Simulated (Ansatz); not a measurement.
# CoO: the cost of one run

Computed with Ansatz 0.2.0 (DFT PBE+U (U_eff = 8 eV on Co d), plane waves, PAW, unless a step's input says otherwise).

6 further runs of the same task are left out: 6 that didn't finish.

### 1 Starting point

It takes space group I4/mmm (No. 139, tetragonal). The conventional cell has a = 3.016 Å, b = 3.016 Å, c = 4.215 Å, α = 90.00°, β = 90.00°, γ = 90.00°. Co (site symmetry 4/mmm) has 6 O at 2.11 to 2.13 Å as nearest neighbours. Around O (site symmetry 4/mmm) lie 6 Co at 2.11 to 2.13 Å.

As a file:

```cif
data_structure
_symmetry_space_group_name_H-M 'I4/mmm'
_symmetry_Int_Tables_number 139
_cell_length_a 3.0160
_cell_length_b 3.0160
_cell_length_c 4.2145
_cell_angle_alpha 90.000
_cell_angle_beta 90.000
_cell_angle_gamma 90.000
_cell_volume 38.34
loop_
_atom_site_label
_atom_site_type_symbol
_atom_site_symmetry_multiplicity
_atom_site_Wyckoff_symbol
_atom_site_fract_x
_atom_site_fract_y
_atom_site_fract_z
_atom_site_occupancy
Co1 Co 2 a 0.00000 0.00000 0.00000 1
O1 O 2 b 0.00000 0.00000 0.50000 1
```

An earlier series on this cell reached its lowest free state from «ferromagnetic start, free, natural orbitals of the symmetric run filled by rank», perhaps among other starts.

### 2 Total moment locked, 5.40 μB per cell

Input file input.yaml:

```yaml
crystal:
  lattice:
    - [-1.50800044, 1.50800044, 2.10725036]
    - [1.50800044, -1.50800044, 2.10725036]
    - [3.01600088, 3.01600088, -4.21450072]
  atoms:
    - { symbol: Co, position: [0.0, 0.0, 0.0], spin: 2.7 }
    - { symbol: O, position: [0.5, 0.5, 0.0] }
    - { symbol: Co, position: [0.0, 0.0, 0.5], spin: 2.7 }
    - { symbol: O, position: [0.5, 0.5, 0.5] }
basis:
  ecutwfc: 420
  ecutrho_ratio: 4
kpoints:
  mp_grid: { grid: [8, 8, 8] }
hamiltonian:
  xc: pbe
  hubbard:
    sites:
      - { site: 0, l: d, u_eff: 8.0, starting_ns: [{ spin: up, occupation_matrix: s0up }, { spin: down, occupation_matrix: s0down }] }
      - { site: 2, l: d, u_eff: 8.0, starting_ns: [{ spin: up, occupation_matrix: s2up }, { spin: down, occupation_matrix: s2down }] }
    occupation_matrices:
      s0up:
        matrix:
          - [0.97, 0.0, 0.0, 0.0, 0.0]
          - [0.0, 0.97, 0.0, 0.0, 0.0]
          - [0.0, 0.0, 0.97, 0.0, 0.0]
          - [0.0, 0.0, 0.0, 0.97, 0.0]
          - [0.0, 0.0, 0.0, 0.0, 0.97]
      s0down:
        matrix:
          - [0.02, 0.0, 0.0, 0.0, 0.0]
          - [0.0, 0.495, 0.475, 0.0, 0.0]
          - [0.0, 0.475, 0.495, 0.0, 0.0]
          - [0.0, 0.0, 0.0, 0.97, 0.0]
          - [0.0, 0.0, 0.0, 0.0, 0.02]
      s2up:
        matrix:
          - [0.97, 0.0, 0.0, 0.0, 0.0]
          - [0.0, 0.97, 0.0, 0.0, 0.0]
          - [0.0, 0.0, 0.97, 0.0, 0.0]
          - [0.0, 0.0, 0.0, 0.97, 0.0]
          - [0.0, 0.0, 0.0, 0.0, 0.97]
      s2down:
        matrix:
          - [0.02, 0.0, 0.0, 0.0, 0.0]
          - [0.0, 0.495, 0.475, 0.0, 0.0]
          - [0.0, 0.475, 0.495, 0.0, 0.0]
          - [0.0, 0.0, 0.0, 0.97, 0.0]
          - [0.0, 0.0, 0.0, 0.0, 0.02]
    ns_hold: { iters: 8 }
scf:
  occupations: { method: gaussian, width: 0.05 }
  lower_state_search: "off"
  max_iter: 150
output:
  forces: true
  stress: true
  eigenvalues: true
  populations: true
  hubbard: { sites: [{ site: 0, l: d }, { site: 2, l: d }] }
magnetization:
  spin_polarized: true
  initial_magnetization: 5.4
  spin_locking: { lock_magnetization: hard }
```

The typed matrices put 0.97 on the chosen orbitals and 0.02 on the others, and are held for 8 cycles. The lock stays on to the end, so the result is a constrained state.

Launch:

```
> ansatz run input.yaml --threads 2 --pin off --max-ram 3072MiB --backend cpu --events-out ev --progress --plain --runs-dir out
```

What time and memory should one allow on 2 threads of Arm Neoverse V2, shared host?

About 19 s, with a peak of 0.52 GiB.
